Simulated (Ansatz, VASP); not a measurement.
# Cross-check of GaAs between VASP and Ansatz, part 2 of 3

Wanted: the spread between two codes on one cell, functional and k mesh.

VASP 6.6.1 and Ansatz 0.2.0.

So far: The structure; Ansatz: zone-centre phonons, LDA.

### Step 3. VASP: zone-centre phonons, LDA

Level of this step: LDA; plane waves and PAW (As, Ga_d) (VASP).

The same cell, functional (in two slightly different forms) and mesh now go to VASP, with its own data sets and cutoff.

Lines of VASP's logs that name or quote its potential files are left out, and so is its time.

The input, INCAR:

```
SYSTEM = GaAs
PREC = Accurate
ENCUT = 500
EDIFF = 1E-08
NELM = 100
ISMEAR = 0
SIGMA = 0.03
LREAL = .FALSE.
ALGO = Normal
GGA = CA
NBANDS = 24
LORBIT = 11
LWAVE = .FALSE.
LCHARG = .FALSE.
KPAR = 8
IBRION = 8
LEPSILON = .TRUE.
LPEAD = .TRUE.
ISIF = 2
```

The input, POSCAR:

```
GaAs
1.0
    3.8481961760      0.0000000000      0.0000000000
    0.0000000000      3.8481961760      0.0000000000
    0.0000000000      0.0000000000      5.7521088621
As Ga
2 2
Direct
    0.5000000000      0.0000000000      0.7500000000
    0.0000000000      0.5000000000      0.2500000000
    0.0000000000      0.0000000000      0.0000000000
    0.5000000000      0.5000000000      0.5000000000
```

The input, KPOINTS:

```
Automatic mesh
0
Gamma
10 10 8
0 0 0
```

Potentials, in the order of the species: As and Ga_d (LDA family, release 64).

On the command line:

```bash
mpirun -np 8 vasp_std
```

Output:

```text
[banner, memory and clock lines left out]
running    8 mpi-ranks, on    1 nodes
 distrk:  each k-point on    1 cores,    8 groups
 distr:  one band on    1 cores,    1 groups

 POSCAR found type information on POSCAR AsGa
 POSCAR found :  2 types and       4 ions
|                                                                             |
|           W    W    AA    RRRRR   N    N  II  N    N   GGGG   !!!           |
|           W    W   A  A   R    R  NN   N  II  NN   N  G    G  !!!           |
|           W    W  A    A  R    R  N N  N  II  N N  N  G       !!!           |
|           W WW W  AAAAAA  RRRRR   N  N N  II  N  N N  G  GGG   !            |
|           WW  WW  A    A  R   R   N   NN  II  N   NN  G    G                |
|           W    W  A    A  R    R  N    N  II  N    N   GGGG   !!!           |
|                                                                             |
|     For optimal performance we recommend to set                             |
|       NCORE = 2 up to number-of-cores-per-socket                            |
|     NCORE specifies how many cores store one orbital (NPAR=cpu/NCORE).      |
|     This setting can greatly improve the performance of VASP for DFT.       |
|     The default, NCORE=1 might be grossly inefficient on modern             |
|     multi-core architectures or massively parallel machines. Do your        |
|     Unfortunately you need to use the default for GW and RPA                |
|     calculations (for HF NCORE is supported but not extensively tested      |
|     yet).                                                                   |
|                                                                             |

 LDA part: xc-table for (Slater(with rela. corr.)+CA(PZ))
 , standard interpolation
 POSCAR, INCAR and KPOINTS ok, starting setup
 FFT: planning ... GRIDC
 FFT: planning ... GRID_SOFT
 FFT: planning ... GRID
 WAVECAR not read
 entering main loop
       N       E                     dE             d eps       ncg     rms          rms(c)
DAV:   1     0.230384211732E+03    0.23038E+03   -0.17230E+04  5184   0.212E+03
DAV:   2     0.612964824162E+01   -0.22425E+03   -0.21769E+03  5496   0.452E+02
DAV:   3    -0.190306807636E+02   -0.25160E+02   -0.24959E+02  6256   0.120E+02
DAV:   4    -0.196994739572E+02   -0.66879E+00   -0.66839E+00  5912   0.218E+01
DAV:   5    -0.197125804905E+02   -0.13107E-01   -0.13100E-01  6272   0.279E+00    0.452E+00
DAV:   6    -0.193134977859E+02    0.39908E+00   -0.57937E-01  7272   0.115E+01    0.258E+00
DAV:   7    -0.192233482064E+02    0.90150E-01   -0.28429E-01  6528   0.316E+00    0.707E-01
DAV:   8    -0.192186129539E+02    0.47353E-02   -0.41357E-02  6128   0.267E+00    0.206E-01
DAV:   9    -0.192183415574E+02    0.27140E-03   -0.43034E-03  6832   0.112E+00    0.682E-02
DAV:  10    -0.192183365651E+02    0.49924E-05   -0.44682E-04  6248   0.174E-01    0.247E-02
DAV:  11    -0.192183482427E+02   -0.11678E-04   -0.57358E-05  7336   0.832E-02    0.971E-03
DAV:  12    -0.192183457710E+02    0.24716E-05   -0.14023E-05  6112   0.438E-02    0.738E-03
DAV:  13    -0.192183459936E+02   -0.22257E-06   -0.34113E-06  6680   0.799E-03    0.534E-03
DAV:  14    -0.192183457450E+02    0.24861E-06   -0.84459E-07  5688   0.618E-03    0.644E-04
DAV:  15    -0.192183457510E+02   -0.60518E-08   -0.68596E-08  5624   0.140E-03
   1 F= -.19218346E+02 E0= -.19218346E+02  d E =-.378269E-17
 Linear response reoptimize wavefunctions to high precision
DAV:   1    -0.192183457504E+02    0.58299E-09   -0.42602E-09  3928   0.804E-04
DAV:   2    -0.192183457505E+02   -0.57298E-10   -0.61289E-10  3352   0.205E-04
 Linear response to external field (no local field effect), progress :
  Direction:   1
       N       E                     dE             d eps       ncg     rms          rms(c)
RMM:   1    -0.261616719063E+00   -0.26162E+00    0.78093E+00  4287   0.951E+00
RMM:   2    -0.187755360767E+01   -0.16159E+01   -0.13642E-01  5783   0.219E+00
RMM:   3    -0.190097670272E+01   -0.23423E-01   -0.44268E-02  6491   0.615E-01
RMM:   4    -0.190173534034E+01   -0.75864E-03   -0.25601E-03  6590   0.168E-01
RMM:   5    -0.190178071675E+01   -0.45376E-04   -0.20147E-04  6493   0.506E-02
RMM:   6    -0.190178517966E+01   -0.44629E-05   -0.26059E-05  6654   0.176E-02
RMM:   7    -0.190178614798E+01   -0.96833E-06   -0.28678E-06  6629   0.583E-03
RMM:   8    -0.190178607977E+01    0.68219E-07    0.10479E-07  6403   0.207E-03
RMM:   9    -0.190178614179E+01   -0.62024E-07   -0.23159E-07  5563   0.755E-04
RMM:  10    -0.190178612063E+01    0.21160E-07    0.64534E-09  5110   0.315E-04
RMM:  11    -0.190178612627E+01   -0.56413E-08   -0.40082E-08  3770   0.160E-04
 change of polarisation eV/A/(eV/A) component  1 :     3.804     0.099    -1.382
[...]
RMM:   3    -0.287534489987E+01    0.61283E-01   -0.78162E-02 21738   0.136E+00    0.128E+00
RMM:   4    -0.294967838513E+01   -0.74333E-01   -0.10497E-01 25339   0.154E+00    0.164E-01
RMM:   5    -0.294832974955E+01    0.13486E-02   -0.60524E-03 20996   0.359E-01    0.619E-02
RMM:   6    -0.295839234788E+01   -0.10063E-01   -0.35013E-05 23821   0.137E-01    0.160E-02
RMM:   7    -0.295807782028E+01    0.31453E-03    0.17661E-04 23101   0.420E-02    0.462E-03
RMM:   8    -0.295882608505E+01   -0.74826E-03    0.54404E-05 24611   0.142E-02    0.740E-04
[...]
RMM:   8    -0.460908578629E-01    0.51712E-07    0.53109E-08 22673   0.882E-04    0.684E-05
RMM:   9    -0.460904713345E-01    0.38653E-06   -0.31130E-08 24417   0.334E-04    0.189E-05
RMM:  10    -0.460904544743E-01    0.16860E-07    0.18050E-08 23531   0.132E-04    0.546E-06
RMM:  11    -0.460904406088E-01    0.13865E-07    0.13594E-08 24543   0.627E-05    0.303E-06
RMM:  12    -0.460904534436E-01   -0.12835E-07    0.69541E-09 22079   0.384E-05    0.789E-07
RMM:  13    -0.460905113571E-01   -0.57914E-07    0.93053E-09 21708   0.276E-05    0.329E-07
RMM:  14    -0.460904433076E-01    0.68050E-07    0.11051E-08 13891   0.234E-05    0.190E-07
RMM:  15    -0.460904529944E-01   -0.96868E-08    0.31005E-08 12887   0.222E-05    0.934E-08
 first order change of Fermi-energy   0.19828E-02
 force on displaced ion       1 direction 1 : -10.800   0.000  -0.002
 Born effective charge ion    1 direction 1 :  -1.905   0.000  -0.000
 Linear response progress:
  Degree of freedom:   2/  4
       N       E                     dE             d eps       ncg     rms          rms(c)
RMM:   1    -0.594956049560E-01   -0.59496E-01    0.59454E-02 23297   0.166E+00
RMM:   2    -0.545544365159E-01    0.49412E-02   -0.15042E-02 14506   0.881E-01    0.797E-02
RMM:   3    -0.541885851112E-01    0.36585E-03   -0.21378E-03 15125   0.386E-01    0.452E-02
RMM:   4    -0.541809824720E-01    0.76026E-05   -0.44253E-04 17078   0.117E-01    0.138E-02
RMM:   5    -0.542088580029E-01   -0.27876E-04    0.14563E-05 17327   0.367E-02    0.317E-03
RMM:   6    -0.542134767336E-01   -0.46187E-05   -0.11392E-04 16275   0.139E-02    0.125E-03
RMM:   7    -0.542063850905E-01    0.70916E-05   -0.47182E-05 17511   0.536E-03    0.592E-04
RMM:   8    -0.542039435334E-01    0.24416E-05   -0.27777E-05 14818   0.281E-03    0.105E-04
RMM:   9    -0.542020394771E-01    0.19041E-05   -0.11787E-05 16269   0.967E-04    0.416E-05
RMM:  10    -0.542012385963E-01    0.80088E-06   -0.49549E-06 17433   0.354E-04    0.130E-05
RMM:  11    -0.542009831016E-01    0.25549E-06   -0.17184E-06 16929   0.137E-04    0.383E-06
RMM:  12    -0.542007905799E-01    0.19252E-06   -0.68237E-07 17126   0.696E-05    0.272E-06
RMM:  13    -0.542007803790E-01    0.10201E-07   -0.29787E-07 15545   0.438E-05    0.376E-07
RMM:  14    -0.542007892871E-01   -0.89081E-08   -0.14236E-07 15906   0.281E-05    0.320E-07
RMM:  15    -0.542007647368E-01    0.24550E-07   -0.11128E-08 13831   0.225E-05    0.605E-08
 first order change of Fermi-energy  -0.34588E-04
 force on displaced ion       1 direction 3 :   0.000   0.000 -12.797
 Born effective charge ion    1 direction 3 :   0.000   0.000  -2.176
 Linear response progress:
  Degree of freedom:   3/  4
       N       E                     dE             d eps       ncg     rms          rms(c)
RMM:   1    -0.168297704693E+00   -0.16830E+00    0.13983E-01 15916   0.778E+00
RMM:   2    -0.166161228339E+00    0.21365E-02   -0.28555E-02 21753   0.127E+00    0.423E-02
RMM:   3    -0.166405252433E+00   -0.24402E-03    0.10737E-03 23347   0.364E-01    0.318E-02
RMM:   4    -0.166750033899E+00   -0.34478E-03    0.41409E-04 24409   0.129E-01    0.131E-02
RMM:   5    -0.166830140819E+00   -0.80107E-04    0.48963E-05 24938   0.407E-02    0.250E-03
RMM:   6    -0.166836191725E+00   -0.60509E-05    0.19413E-05 24682   0.158E-02    0.557E-04
RMM:   7    -0.166837301179E+00   -0.11095E-05    0.29282E-05 24578   0.656E-03    0.169E-04
RMM:   8    -0.166838130705E+00   -0.82953E-06    0.21270E-05 24686   0.292E-03    0.534E-05
RMM:   9    -0.166839411746E+00   -0.12810E-05    0.97454E-06 24252   0.132E-03    0.113E-05
RMM:  10    -0.166840326173E+00   -0.91443E-06    0.57323E-07 24806   0.659E-04    0.108E-05
RMM:  11    -0.166840368897E+00   -0.42724E-07    0.44302E-07 24120   0.335E-04    0.269E-06
RMM:  12    -0.166840274694E+00    0.94203E-07    0.67340E-07 24788   0.185E-04    0.198E-06
RMM:  13    -0.166840447198E+00   -0.17250E-06   -0.55961E-08 24887   0.112E-04    0.134E-06
RMM:  14    -0.166840465063E+00   -0.17865E-07   -0.18768E-07 24953   0.767E-05    0.442E-07
RMM:  15    -0.166840438326E+00    0.26738E-07   -0.55225E-08 25443   0.581E-05    0.448E-07
RMM:  16    -0.166840403949E+00    0.34376E-07   -0.68350E-08 25287   0.487E-05    0.443E-07
RMM:  17    -0.166840410501E+00   -0.65520E-08    0.29486E-09 23543   0.440E-05    0.533E-07
 first order change of Fermi-energy  -0.39868E-03
 force on displaced ion       3 direction 1 :  -9.564   0.000   0.002
 Born effective charge ion    3 direction 1 :   1.905   0.000  -0.000
 Linear response progress:
  Degree of freedom:   4/  4
       N       E                     dE             d eps       ncg     rms          rms(c)
RMM:   1    -0.174517730156E+00   -0.17452E+00    0.10178E-01 11470   0.747E+00
RMM:   2    -0.172437366079E+00    0.20804E-02   -0.42293E-02 15499   0.128E+00    0.625E-02
RMM:   3    -0.171882337497E+00    0.55503E-03   -0.71349E-03 16387   0.404E-01    0.365E-02
RMM:   4    -0.171622251147E+00    0.26009E-03   -0.18285E-03 17400   0.149E-01    0.142E-02
RMM:   5    -0.171556551533E+00    0.65700E-04   -0.30814E-04 17564   0.437E-02    0.326E-03
RMM:   6    -0.171548019679E+00    0.85319E-05   -0.11207E-04 17260   0.160E-02    0.134E-03
RMM:   7    -0.171551150585E+00   -0.31309E-05   -0.37371E-05 16804   0.684E-03    0.211E-04
RMM:   8    -0.171549126768E+00    0.20238E-05   -0.19135E-05 17247   0.296E-03    0.116E-04
RMM:   9    -0.171547938446E+00    0.11883E-05   -0.87241E-06 17044   0.132E-03    0.331E-05
RMM:  10    -0.171547600922E+00    0.33752E-06   -0.16842E-06 17097   0.643E-04    0.174E-05
RMM:  11    -0.171547574886E+00    0.26036E-07   -0.12659E-06 16977   0.321E-04    0.585E-06
RMM:  12    -0.171547558851E+00    0.16034E-07   -0.19603E-07 17307   0.173E-04    0.282E-06
RMM:  13    -0.171547510604E+00    0.48247E-07   -0.48495E-08 17353   0.105E-04    0.160E-06
RMM:  14    -0.171547473145E+00    0.37460E-07    0.10296E-07 17619   0.731E-05    0.774E-07
RMM:  15    -0.171547529685E+00   -0.56541E-07   -0.12224E-07 18793   0.576E-05    0.504E-07
RMM:  16    -0.171547445772E+00    0.83914E-07    0.14896E-07 17960   0.500E-05    0.129E-07
RMM:  17    -0.171547455197E+00   -0.94253E-08    0.55177E-08 16360   0.464E-05    0.131E-07
 first order change of Fermi-energy  -0.38621E-02
 force on displaced ion       3 direction 3 :   0.000   0.000 -13.265
 Born effective charge ion    3 direction 3 :   0.000   0.000   2.176
 Born effective charges drift removed
 Linear response finished
```

(Part 2 of 3 ends here.)

[Lines on the potential files, build, host, timing and source positions are cut from VASP's logs without a mark.]

[Logs are printed without paths, hosts, clocks, repeated set-up lines and the standing remarks that a program may print on its own settings, such as how far it seeks lower states.]

[Hosts, paths, dates, database ids (printed as entryN), source tags and the programs' standing remarks are cut or masked in the printed files.]
